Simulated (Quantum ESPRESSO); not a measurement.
PbSe (Clausthalite): phonon spectrum and thermodynamics under several settings

```
Pb Se
1.0
     0.00000    3.06065    3.06065
     3.06065    0.00000    3.06065
     3.06065    3.06065    0.00000
Pb Se
1 1
Cartesian
  0.0000 0.0000 0.0000
  3.0606 3.0606 3.0606
```

All runs used Quantum ESPRESSO 7.5; k mesh 4 × 4 × 4, shifted; relaxed cell; no spin polarisation; cutoff 1170 eV; occupations smeared at first, fixed for the response; q mesh 2 × 2 × 2.

| level | potentials | volume (Å³/atom) | highest frequency (cm⁻¹) | zero-point energy (meV/atom) | entropy at room temperature (k_B/atom) |
| --- | --- | --- | --- | --- | --- |
| LDA | PseudoDojo 0.4.1 SR LDA standard | 27.52 | 151 | 16.4 | 5.81 |
| PBEsol | PseudoDojo 0.4.1 SR PBEsol standard | ? | ? | ? | ? |

What stands in the row left open?

Volume 28.36 Å³/atom; highest frequency 149 cm⁻¹; zero-point energy 15.7 meV/atom; entropy at room temperature 5.95 k_B/atom.

For the row left open. Caveat: the k mesh is coarse; the q mesh is small, so phonon branches between its points and thermal values are rough.
